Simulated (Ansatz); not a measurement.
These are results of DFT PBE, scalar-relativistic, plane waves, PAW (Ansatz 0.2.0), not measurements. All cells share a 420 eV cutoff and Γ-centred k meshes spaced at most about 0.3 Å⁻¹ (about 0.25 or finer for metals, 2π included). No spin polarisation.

Temperature and zero-point effects are left out.

Compare these two cells of Cu5Ni, each relaxed at this level.

A. Space group P-3m1 (No. 164), trigonal, a = 2.550 Å, c = 12.496 Å. Cu on a site of symmetry 3m is surrounded by 3 Ni at 2.52 Å and 9 Cu at 2.55–2.57 Å; Cu on a second site of symmetry 3m has 12 Cu at 2.55–2.57 Å; Cu on a site of symmetry -3m is surrounded by 12 Cu at 2.55–2.56 Å; Ni has 6 Cu at 2.52 Å and 6 Ni at 2.55 Å.

B. Space group P4/mmm (No. 123), tetragonal, a = 2.558 Å, c = 10.764 Å. Around Cu on a site of symmetry 4mm lie 4 Ni at 2.51 Å and 8 Cu at 2.56 Å; around Cu on a second site of symmetry 4mm lie 12 Cu at 2.56 Å; Cu on a site of symmetry 4/mmm is surrounded by 12 Cu at 2.56 Å; Ni has 8 Cu at 2.51 Å and 4 Ni at 2.56 Å.

Question: Which placement of the atoms is lower in energy, and by how much?

Answer: They are level within the accuracy (6 meV/atom apart, with A the lower in these runs). The two share one framework of sites and differ in which element sits where. A has Cu and Ni ordered on fcc sites, space group P-3m1 (No. 164), 11.7 Å³/atom and no gap on its mesh; B has Cu and Ni ordered on fcc sites, space group P4/mmm (No. 123), 11.7 Å³/atom and no gap. Counting all near atoms (those within 1.25 times the shortest distance at each site), A and B both have Cu 12, Ni 12. Both come from invented guesses.

For metals, differences of a few meV/atom aren't resolved. Cells relaxed within their symmetry can be saddle points.
